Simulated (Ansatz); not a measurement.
RbBr in the zincblende structure, relaxed with r2SCAN in Ansatz. The symmetry is F-43m (No. 216, cubic); a = 7.739 Å in the conventional setting, 57.94 Å³ an atom. Rb has 4 Br at 3.35 Å; Br has 4 Rb at 3.35 Å.

The axes x, y and z are those of this cell:
```
CELL_PARAMETERS angstrom
0.00000 3.86950 3.86950
3.86950 0.00000 3.86950
3.86950 3.86950 0.00000
ATOMIC_POSITIONS crystal
Rb 0.00000 0.00000 0.00000
Br 0.25000 0.25000 0.25000
```

Unstrained: The PBE gap is indirect, 4.075 eV (X to Γ), below the direct gap of 4.163 eV at Γ. The r2SCAN gap is indirect, 4.649 eV (X to Γ), below the direct gap of 4.734 eV at Γ. The HSE06 gap is indirect, 5.172 eV (X to Γ), below the direct gap of 5.261 eV at Γ. Meshes: PBE 6×6×6, r2SCAN 6×6×6, HSE06 4×4×4. Strains are changes of length per length, and xy shears are angles. After each strain the atoms were relaxed again with r2SCAN within the symmetry that the strain leaves, so tilts or polar shifts that break it weren't tested; points keep the names that they have in the unstrained zone. No spin polarisation and no zero-point or thermal motion; the cell was built from a prototype and may be hypothetical.

Problem. Apply isotropic +3.16 % on every length. How far does the gap move, against the unstrained cell?

Solution. PBE: the gap goes from 4.075 to 3.943 eV (-0.132 eV). r2SCAN: the gap goes from 4.649 to 4.547 eV (-0.102 eV). HSE06: the gap goes from 5.172 to 5.028 eV (-0.144 eV). The r2SCAN energy rises by 12.5 meV an atom.

Problem. Estimate what xy shear, engineering strain (angle) -1.95 % does to the gap.

Solution. PBE: the gap goes from 4.075 to 4.065 eV (-0.010 eV). r2SCAN: the gap goes from 4.649 to 4.639 eV (-0.010 eV). HSE06: the gap goes from 5.172 to 5.162 eV (-0.010 eV). The r2SCAN energy rises by 0.1 meV an atom.

Problem. Apply uniaxial +3.27 % along [111], other directions held. How far does the gap move, against the unstrained cell?

Solution. PBE: the gap goes from 4.075 to 4.016 eV (-0.059 eV). r2SCAN: the gap goes from 4.649 to 4.601 eV (-0.048 eV). HSE06: the gap goes from 5.172 to 5.109 eV (-0.063 eV). The r2SCAN energy rises by 2.1 meV an atom.

The runs are scalar-relativistic, without spin-orbit coupling.

The meshes of the hybrids are coarse, so their gaps aren't converged to the digits shown.
